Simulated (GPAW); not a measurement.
# KI (Pm-3m) in GPAW: convergence with k mesh

Aim: find how far k mesh must go before the results for KI settle, at LDA. This setting moves, with any that are tied to it; all else stays.

Program: GPAW 26.7.0. These are calculated values, not measurements. Logs are shortened: lines on timing, memory, paths and dates and some standing lists are left out, and cuts for length are marked. The log counts tension as positive stress, the text compression.

## Step 1: The structure

Symmetry: Pm-3m, No. 221, cubic system. Conventional cell: a = 4.291 Å, b = 4.291 Å, c = 4.291 Å, α = 90.00°, β = 90.00°, γ = 90.00°. I (site symmetry m-3m) has 8 K at 3.72 Å as nearest neighbours. K (site symmetry m-3m) has 8 I at 3.72 Å as nearest neighbours.

Measurements of this composition are mostly on another form, of space group No. 225.

## Step 2: With k mesh 2 × 2 × 2

run.py

```python
from ase import Atoms
from ase.dft.bandgap import bandgap
from ase.io import write
from ase.units import GPa
from gpaw import GPAW, PW

atoms = Atoms(['I', 'K'],
              cell=[[4.29119666, 0.0, 0.0],
                    [0.0, 4.29119666, 0.0],
                    [0.0, 0.0, 4.29119666]],
              scaled_positions=[[0.5, 0.5, 0.5],
                                [0.0, 0.0, 0.0]],
              pbc=True)

calc = GPAW(mode=PW(600),
            xc='LDA',
            kpts={'size': (2, 2, 2), 'gamma': True},
            occupations={'name': 'fermi-dirac', 'width': 0.05},
            nbands=16,
            convergence={'density': 1e-05, 'energy': 1e-05},
            maxiter=100,
            txt='gpaw.txt')
atoms.calc = calc
energy = atoms.get_potential_energy()
forces = atoms.get_forces()
stress = atoms.get_stress()
calc.write('gs.gpw')
write('result.traj', atoms)
print(f'Energy: {energy:.6f} eV')
print('Forces (eV/A):')
print(forces.round(4))
print('Stress (GPa):', (stress / GPa).round(3))
print('Fermi level:', round(calc.get_fermi_level(), 4), 'eV')
print(f'Gap: {bandgap(calc)[0]:.4f} eV, direct: {bandgap(calc, direct=True)[0]:.4f} eV')
```

Potentials or basis: the program's PAW data sets (release 1.2.1) made for this functional, pw.

On the command line:

```
OMP_NUM_THREADS=1 python run.py
```

gpaw.txt:

```text
__  _  _
 | _ |_)|_||  |
 |__||  | ||/\| - 26.7.0

Input parameters:
  mode=PW(ecut=600.0),
  convergence={'density': 1e-05, 'energy': 1e-05},
  kpts=MonkhorstPack(size=(2, 2, 2), gamma=True),
  maxiter=100,
  nbands=16,
  occupations=Occupations(name='fermi-dirac', width=0.05),
  xc=XC(name='LDA')

Diagonalizing LCAO Hamiltonian
Converting LCAO to pw mode
    .----------.
   /|          |
  / |          |
 *  |          |
 |  |   I      |
 |  .----------.
 | /          /
 |/          /
 K----------*

Atoms  # Å, Bohr magnetons
|   | symbol |        x |        y |        z |    initial magnetic moments |
|---|--------|----------|----------|----------|-----------------------------|
| 0 |      I | 2.145598 | 2.145598 | 2.145598 | ( 0.0000,  0.0000,  0.0000) |
| 1 |      K | 0.000000 | 0.000000 | 0.000000 | ( 0.0000,  0.0000,  0.0000) |

Unit cell  # Å
| periodic |        x |        y |        z |  lengths |    angles |
|----------|----------|----------|----------|----------|-----------|
|      yes | 4.291197 | 0.000000 | 0.000000 | 4.291197 | 90.000000 |
|      yes | 0.000000 | 4.291197 | 0.000000 | 4.291197 | 90.000000 |
|      yes | 0.000000 | 0.000000 | 4.291197 | 4.291197 | 90.000000 |

Number of symmetries: 48
Symmetry operations  # r_c * U_cc + t_c -> r_c
|    | kind |            matrix            |
|----|------|------------------------------|
|  0 |  E   |  1, 0, 0,  0, 1, 0,  0, 0, 1 |
|  1 |  σ   |  1, 0, 0,  0, 1, 0,  0, 0,-1 |
|  2 |  σ   |  1, 0, 0,  0, 0, 1,  0, 1, 0 |
|  3 |  C4  |  1, 0, 0,  0, 0, 1,  0,-1, 0 |
|  4 |  C4  |  1, 0, 0,  0, 0,-1,  0, 1, 0 |
|  5 |  σ   |  1, 0, 0,  0, 0,-1,  0,-1, 0 |
|  6 |  σ   |  1, 0, 0,  0,-1, 0,  0, 0, 1 |
|  7 |  C2  |  1, 0, 0,  0,-1, 0,  0, 0,-1 |
|  8 |  σ   |  0, 1, 0,  1, 0, 0,  0, 0, 1 |
|  9 |  C2  |  0, 1, 0,  1, 0, 0,  0, 0,-1 |
| 10 |  C3  |  0, 1, 0,  0, 0, 1,  1, 0, 0 |
| 11 |  S6  |  0, 1, 0,  0, 0, 1, -1, 0, 0 |
| 12 |  S6  |  0, 1, 0,  0, 0,-1,  1, 0, 0 |
| 13 |  C3  |  0, 1, 0,  0, 0,-1, -1, 0, 0 |
| 14 |  C4  |  0, 1, 0, -1, 0, 0,  0, 0, 1 |
| 15 |  S4  |  0, 1, 0, -1, 0, 0,  0, 0,-1 |
| 16 |  C3  |  0, 0, 1,  1, 0, 0,  0, 1, 0 |
| 17 |  S6  |  0, 0, 1,  1, 0, 0,  0,-1, 0 |
| 18 |  σ   |  0, 0, 1,  0, 1, 0,  1, 0, 0 |
| 19 |  C4  |  0, 0, 1,  0, 1, 0, -1, 0, 0 |
| 20 |  C2  |  0, 0, 1,  0,-1, 0,  1, 0, 0 |
| 21 |  S4  |  0, 0, 1,  0,-1, 0, -1, 0, 0 |
| 22 |  S6  |  0, 0, 1, -1, 0, 0,  0, 1, 0 |
| 23 |  C3  |  0, 0, 1, -1, 0, 0,  0,-1, 0 |
| 24 |  S6  |  0, 0,-1,  1, 0, 0,  0, 1, 0 |
| 25 |  C3  |  0, 0,-1,  1, 0, 0,  0,-1, 0 |
| 26 |  C4  |  0, 0,-1,  0, 1, 0,  1, 0, 0 |
| 27 |  σ   |  0, 0,-1,  0, 1, 0, -1, 0, 0 |
| 28 |  S4  |  0, 0,-1,  0,-1, 0,  1, 0, 0 |
| 29 |  C2  |  0, 0,-1,  0,-1, 0, -1, 0, 0 |
| 30 |  C3  |  0, 0,-1, -1, 0, 0,  0, 1, 0 |
| 31 |  S6  |  0, 0,-1, -1, 0, 0,  0,-1, 0 |
| 32 |  C4  |  0,-1, 0,  1, 0, 0,  0, 0, 1 |
| 33 |  S4  |  0,-1, 0,  1, 0, 0,  0, 0,-1 |
| 34 |  S6  |  0,-1, 0,  0, 0, 1,  1, 0, 0 |
| 35 |  C3  |  0,-1, 0,  0, 0, 1, -1, 0, 0 |
| 36 |  C3  |  0,-1, 0,  0, 0,-1,  1, 0, 0 |
| 37 |  S6  |  0,-1, 0,  0, 0,-1, -1, 0, 0 |
| 38 |  σ   |  0,-1, 0, -1, 0, 0,  0, 0, 1 |
| 39 |  C2  |  0,-1, 0, -1, 0, 0,  0, 0,-1 |
| 40 |  σ   | -1, 0, 0,  0, 1, 0,  0, 0, 1 |
| 41 |  C2  | -1, 0, 0,  0, 1, 0,  0, 0,-1 |
| 42 |  C2  | -1, 0, 0,  0, 0, 1,  0, 1, 0 |
| 43 |  S4  | -1, 0, 0,  0, 0, 1,  0,-1, 0 |
| 44 |  S4  | -1, 0, 0,  0, 0,-1,  0, 1, 0 |
| 45 |  C2  | -1, 0, 0,  0, 0,-1,  0,-1, 0 |
| 46 |  C2  | -1, 0, 0,  0,-1, 0,  0, 0, 1 |
| 47 |  i   | -1, 0, 0,  0,-1, 0,  0, 0,-1 |

BZ-sampling:
  Number of BZ points: 8
  Number of IBZ points: 4

  Monkhorst-Pack size: [2, 2, 2]
  Monkhorst-Pack shift: [0.25, 0.25, 0.25]

K-points  # in reciprocal-cell coordinates
|   |                                coordinates |     weight |
|---|--------------------------------------------|------------|
| 0 | (  0.00000000,   0.00000000,   0.00000000) | 0.12500000 |
| 1 | (  0.50000000,   0.00000000,   0.00000000) | 0.37500000 |
| 2 | (  0.50000000,   0.50000000,   0.00000000) | 0.37500000 |
| 3 | (  0.50000000,   0.50000000,   0.50000000) | 0.12500000 |

Plane wave coefficients: 2666
Cutoff: 600.0 eV

Spin-components: 1 (collinear spins)
Bands:           16
Projectors:      10
Spin-degeneracy: 2
Datatype:        complex128

Parallelization:
  kpt:    1
  domain: 1
  band:   1

Density:
  Valence electrons: 16.0
  Components: 1
  Grid points: [25 25 25]
  Charge: 0.0  # |e|

Potential:
  Grid points: [25 25 25]

species:
  I:
    name:    Iodine
    Z:       53.0
    valence: 7
    core:    46
    charge:  0.0  # [|e|]
    compensation charges:
      type: gauss
      rc: 0.37  # [Å]
      lmax: 2
    cutoffs:
      filter: 2.06  # [Å]
      core: 2.90  # [Å]
    projectors
    | kind |    occ | energy [eV] | rcut [Å] |
    |------|--------|-------------|----------|
    |   5s |  2.000 |     -17.626 |    1.164 |
    |   5p |  5.000 |      -7.241 |    1.164 |
    |    s |        |       9.585 |    1.164 |
    |    p |        |      19.970 |    1.164 |
    |    d |        |       0.000 |    1.164 |

    Using partial waves for I as LCAO basis

  K:
    name:    Potassium
    Z:       19.0
    valence: 9
    core:    10
    charge:  0.0  # [|e|]
    compensation charges:
      type: gauss
      rc: 0.35  # [Å]
      lmax: 2
    cutoffs:
      filter: 1.91  # [Å]
      core: 1.27  # [Å]
    projectors
    | kind |    occ | energy [eV] | rcut [Å] |
    |------|--------|-------------|----------|
    |   3s |  2.000 |     -35.177 |    1.122 |
    |   4s |  1.000 |      -2.428 |    1.122 |
    |   3p |  6.000 |     -18.839 |    1.106 |
    |    p |        |       8.373 |    1.106 |
    |    d |        |       0.000 |    0.937 |

    Using partial waves for K as LCAO basis

Reference energy: -209724.155214  # eV

eigensolver:
  PPCG
  Converge bands: occupied
  niter=2

density mixing:
  MSR1-Mixer
  Pratt-step length: 0.05
  Maximum mixing coefficient: 0.75
  Old densities: 10
  SVD Regularization: 0.005
  Good broyden scale: 1.0
  Trust region scale: 1.0
  Backstep threshold: 4.0
  History deletion threshold: 6.0
  Fourier metric: weight=20.0, sigma=0.015

occupation numbers:
  Fermi-Dirac:
    width: 0.0500  # eV

poisson solver:
  ecut: 4800.0  # eV

xc functional:
  name: None

convergence criteria:
- Maximum integral of absolute [dens]ity change: 1e-05 electrons / valence electron
- Maximum [total energy] change in last 3 cyles: 1e-05 eV / valence electron
- Maximum integral of absolute [eigenst]ate change: 4e-08 eV^2 / valence electron
maximum number of iterations: 100

SCF iterations
|iter     | |      energy | eigst |  dens |
|---------|-|-------------|-------|-------|
|iter:   1| |   -5.993147 | -0.31 |       |
|iter:   2| |   -5.963867 | -2.47 | -1.30 |
|iter:   3| |   -5.806940 | -2.28 | -1.33 |
|iter:   4| |   -5.803203 | -3.51 | -1.73 |
|iter:   5| |   -5.803064 | -4.74 | -2.16 |
|iter:   6| |   -5.803069c| -6.24 | -3.10 |
|iter:   7| |   -5.803070c| -7.91c| -3.68 |
|iter:   8| |   -5.803070c| -7.68c| -4.26 |
|iter:   9| |   -5.803070c| -8.90c| -5.62c|

Converged in 9 steps
Energy contributions relative to reference atoms: (reference = -209724.155214)

Energy contributions:
  Kinetic:           5.742206
  Coulomb:          -4.404319
  Zero:             -0.669425
  External:          0.000000
  Xc:               -6.471531
  Entropy:          -0.000000
  Spinorbit:         0.000000
  ----------------------------
  Free energy:      -5.803070
  Extrapolated:     -5.803070

dipole moment: (-15.591984, -15.591984, -15.591984)  # |e|*Ang

Fermi level: 2.954
Eigenvalues  # (at kpt = [0.000, 0.000, 0.000])
| band index |      eig [eV] | occ [0-2] |
|------------|---------------|-----------|
|          0 |       -27.513 |     2.000 |
|          1 |       -11.194 |     2.000 |
|          2 |       -11.194 |     2.000 |
|          3 |       -11.194 |     2.000 |
|          4 |        -9.416 |     2.000 |
|          5 |         1.413 |     2.000 |
|          6 |         1.413 |     2.000 |
|          7 |         1.413 |     2.000 |
|          8 |         4.640 |     0.000 |
|          9 |         6.185 |     0.000 |
|         10 |         6.185 |     0.000 |
|         11 |         9.772 |     0.000 |
|         12 |         9.772 |     0.000 |
|         13 |         9.772 |     0.000 |
|         14 |        11.981 |     0.000 |
|         15 |        11.983 |     0.000 |

Gap: 2.844 eV
Transition (v -> c):
  (s=0, k=2, n=7, [0.50, 0.50, 0.00]) -> (s=0, k=0, n=8, [0.00, 0.00, 0.00])
Direct/indirect transitions are different
Direct gap: 3.227 eV
Transition at: (s=0, k=0, n=7, [0.00, 0.00, 0.00])

Forces  # eV/Ang
|       x |       y |        z |
|---------|---------|----------|
| 0.00000 | 0.00000 |  0.00000 |  # I    0
| 0.00000 | 0.00000 | -0.00000 |  # K    1

Stress tensor  # eV/Ang^3
|         x |         y |         z |
|-----------|-----------|-----------|
| -0.001306 |  0.000000 |  0.000000 |
|  0.000000 | -0.001306 |  0.000000 |
|  0.000000 |  0.000000 | -0.001306 |

# Writing to gs.gpw (mode='')
```

Run time: 3.9 s. Hardware: 1 thread of Arm Neoverse V1, shared host; peak memory 0.14 GiB.

Results:

```yaml
Free_energy: -5.8031 eV
Pressure: 0.2 GPa
Band_gap_on_the_k_mesh: 2.84 eV, indirect (least direct gap 3.23 eV)
```

## Step 3: With k mesh 3 × 3 × 3

Changes to run.py since step 2:

```diff
@@ -16,3 +16,3 @@
             xc='LDA',
-            kpts={'size': (2, 2, 2), 'gamma': True},
+            kpts={'size': (3, 3, 3), 'gamma': True},
             occupations={'name': 'fermi-dirac', 'width': 0.05},
```

Potentials or basis: the program's PAW data sets (release 1.2.1) made for this functional, pw.

On the command line:

```
OMP_NUM_THREADS=1 python run.py
```

It took 3.9 s on 1 thread of Arm Neoverse V1, shared host; peak memory 0.14 GiB.

Results:

```yaml
Free_energy: -6.1981 eV
Pressure: -1.4 GPa
Band_gap_on_the_k_mesh: 3.11 eV, indirect (least direct gap 3.34 eV)
```

## Step 4: With k mesh 4 × 4 × 4

Changes to run.py since step 3:

```diff
@@ -16,3 +16,3 @@
             xc='LDA',
-            kpts={'size': (3, 3, 3), 'gamma': True},
+            kpts={'size': (4, 4, 4), 'gamma': True},
             occupations={'name': 'fermi-dirac', 'width': 0.05},
```

On the command line:

```
OMP_NUM_THREADS=1 python run.py
```

It took 6.6 s on 1 thread of Arm Neoverse V1, shared host; peak memory 0.15 GiB.

It converged, with:

* Free energy: -6.2427 eV
* Pressure: -1.6 GPa
* Band gap on the k mesh: 2.99 eV, indirect (least direct gap 3.36 eV)

## Step 5: With k mesh 5 × 5 × 5

Changes to run.py since step 4:

```diff
@@ -16,3 +16,3 @@
             xc='LDA',
-            kpts={'size': (4, 4, 4), 'gamma': True},
+            kpts={'size': (5, 5, 5), 'gamma': True},
             occupations={'name': 'fermi-dirac', 'width': 0.05},
```

On the command line:

```
OMP_NUM_THREADS=1 python run.py
```

Run time: 6.6 s. Hardware: 1 thread of Arm Neoverse V1, shared host; peak memory 0.15 GiB.

The run converged. Its results:

```yaml
Free_energy: -6.2510 eV
Pressure: -1.7 GPa
Band_gap_on_the_k_mesh: 3.05 eV, indirect (least direct gap 3.36 eV)
```

## Step 6: With k mesh 6 × 6 × 6

Changes to run.py since step 5:

```diff
@@ -16,3 +16,3 @@
             xc='LDA',
-            kpts={'size': (5, 5, 5), 'gamma': True},
+            kpts={'size': (6, 6, 6), 'gamma': True},
             occupations={'name': 'fermi-dirac', 'width': 0.05},
```

Potentials or basis: the program's PAW data sets (release 1.2.1) made for this functional, pw.

On the command line:

```
OMP_NUM_THREADS=1 python run.py
```

Wall time 11 s (1 thread of Arm Neoverse V1, shared host); peak memory 0.16 GiB.

Results (log left out):

| Property | Result |
| --- | --- |
| Free energy | -6.2526 eV |
| Pressure | -1.7 GPa |
| Band gap on the k mesh | 3.00 eV, indirect (least direct gap 3.37 eV) |

## Step 7: With k mesh 7 × 7 × 7

Changes to run.py since step 6:

```diff
@@ -16,3 +16,3 @@
             xc='LDA',
-            kpts={'size': (6, 6, 6), 'gamma': True},
+            kpts={'size': (7, 7, 7), 'gamma': True},
             occupations={'name': 'fermi-dirac', 'width': 0.05},
```

On the command line:

```
OMP_NUM_THREADS=1 python run.py
```

It took 11 s on 1 thread of Arm Neoverse V1, shared host; peak memory 0.16 GiB.

It converged, with:

```yaml
Free_energy: -6.2530 eV
Pressure: -1.7 GPa
Band_gap_on_the_k_mesh: 3.03 eV, indirect (least direct gap 3.37 eV)
```

## Step 8: With k mesh 8 × 8 × 8

Changes to run.py since step 7:

```diff
@@ -16,3 +16,3 @@
             xc='LDA',
-            kpts={'size': (7, 7, 7), 'gamma': True},
+            kpts={'size': (8, 8, 8), 'gamma': True},
             occupations={'name': 'fermi-dirac', 'width': 0.05},
```

On the command line:

```
OMP_NUM_THREADS=1 python run.py
```

It took 18 s on 1 thread of Arm Neoverse V1, shared host; peak memory 0.18 GiB.

The run converged. Its results:

```yaml
Free_energy: -6.2531 eV
Pressure: -1.7 GPa
Band_gap_on_the_k_mesh: 3.00 eV, indirect (least direct gap 3.37 eV)
```

## Step 9: The series at a glance

```
   k mesh  energy less the tightest run, at zero smearing (meV/atom)  pressure (GPa)  gap on the mesh (eV)  SCF cycles  CPU time (s)  peak memory (GiB)
2 × 2 × 2                                                     225.01            0.21                 2.844           9           3.9               0.14
3 × 3 × 3                                                      27.48           -1.41                 3.113           9           3.9               0.14
4 × 4 × 4                                                       5.17           -1.65                 2.990           9           6.6               0.15
5 × 5 × 5                                                       1.03           -1.70                 3.054           9           6.6               0.15
6 × 6 × 6                                                       0.22           -1.72                 2.997           9            11               0.16
7 × 7 × 7                                                       0.04           -1.72                 3.028           9            11               0.16
8 × 8 × 8                                                       0.00           -1.72                 2.997           9            18               0.18
```

Against the tightest run, the energy stays within 1 meV/atom from 6 × 6 × 6 on; the pressure stays within 0.1 GPa from 4 × 4 × 4 on. Not settled before the last step: the gap on the mesh (to 0.01 eV). Meshes of other sizes hit other points, so gaps and Fermi surfaces needn't settle smoothly. The tightest run that finished is the yardstick and may itself not be fully converged.

Caveats: spin-orbit coupling is left out, which moves the levels of the heavy elements.
